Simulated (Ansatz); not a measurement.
# TiAl3: the cost of one run

Method: DFT PBEsol, scalar-relativistic, plane waves, PAW, in Ansatz 0.2.0.

7 further runs of the same task are left out: 7 set aside as unsound or not needed. Runs told in other sessions of the task aren't counted.

## (1) The structure to begin with

It takes space group I4/mmm (No. 139, tetragonal). The conventional cell has a = 3.822 Å, b = 3.822 Å, c = 8.561 Å, α = 90.00°, β = 90.00°, γ = 90.00°. Ti (site symmetry 4/mmm) is surrounded by 12 Al at 2.70 to 2.87 Å. Al (site symmetry 4/mmm) is surrounded by 4 Ti at 2.70 Å and 8 Al at 2.87 Å. Al (site symmetry -4m2) is surrounded by 8 Al at 2.70 to 2.87 Å and 4 Ti at 2.87 Å.

Coordinates:

```
CELL_PARAMETERS angstrom
-1.91111 1.91111 4.28067
1.91111 -1.91111 4.28067
1.91111 1.91111 -4.28067
ATOMIC_POSITIONS crystal
Ti 0.00000 0.00000 0.00000
Al 0.50000 0.50000 0.00000
Al 0.75000 0.25000 0.50000
Al 0.25000 0.75000 0.50000
```

Source of the structure: the Materials Project (structure only).

## (7) The grid

The energy is mapped over two normal modes frozen in (zone-centre modes of the cell shown).

- amplitude of mode 4 (204 cm⁻¹), largest displacement: 7 values from −0.137 to 0.137 Å
- amplitude of mode 5 (228 cm⁻¹), largest displacement: 7 values from −0.082 to 0.082 Å

Nothing else is relaxed (the cell and all other modes fixed). Energies count from the relaxed high-symmetry cell. Points are written as (first, second).

Displacement patterns for an amplitude of 1 (Å):

| atom | x1 | y1 | z1 | x2 | y2 | z2 |
| --- | --- | --- | --- | --- | --- | --- |
| Ti1 | 0.000 | 0.000 | -0.556 | 0.724 | 0.000 | 0.000 |
| Al2 | 0.000 | 0.000 | 1.000 | 0.716 | 0.000 | 0.000 |
| Al3 | 0.000 | 0.000 | -0.007 | -1.000 | 0.000 | 0.000 |
| Al4 | 0.000 | 0.000 | -0.007 | -1.000 | 0.000 | 0.000 |

(The set-up runs are not shown.)

## (8) Point (−0.137 Å, −0.082 Å)

input.yaml

```yaml
crystal:
  lattice:
    - [-1.9075708801, 1.9075708801, 4.2765669297]
    - [1.9075708801, -1.9075708801, 4.2765669297]
    - [1.9075708801, 1.9075708801, -4.2765669297]
  atoms:
    - { symbol: Ti, position: [0.0089029735, -0.0066564606, -0.0155594341] }
    - { symbol: Al, position: [0.4839824791, 0.4685993178, -0.0153831613] }
    - { symbol: Al, position: [0.750111534, 0.2716048376, 0.5214933036] }
    - { symbol: Al, position: [0.250111534, 0.7716048376, 0.5214933036] }
basis:
  ecutwfc: 520.0
kpoints:
  mp_grid: { grid: [14, 14, 14] }
hamiltonian:
  xc: pbesol
  pseudopotentials: { kind: paw, azcp: { folder: soft_1 } }
scf:
  occupations: { method: gaussian, width: 0.15 }
output:
  forces: true
  stress: true
  eigenvalues: true
```

Command:

```bash
$ ansatz run input.yaml --threads 2 --pin off --max-ram 4096MiB --backend cpu --events-out ev --progress --plain --runs-dir out
```

**Question.** How long does this run take on 2 threads of Arm Neoverse N1, shared host, and how much memory does it need?

About 83 s, with a peak of 1.2 GiB.
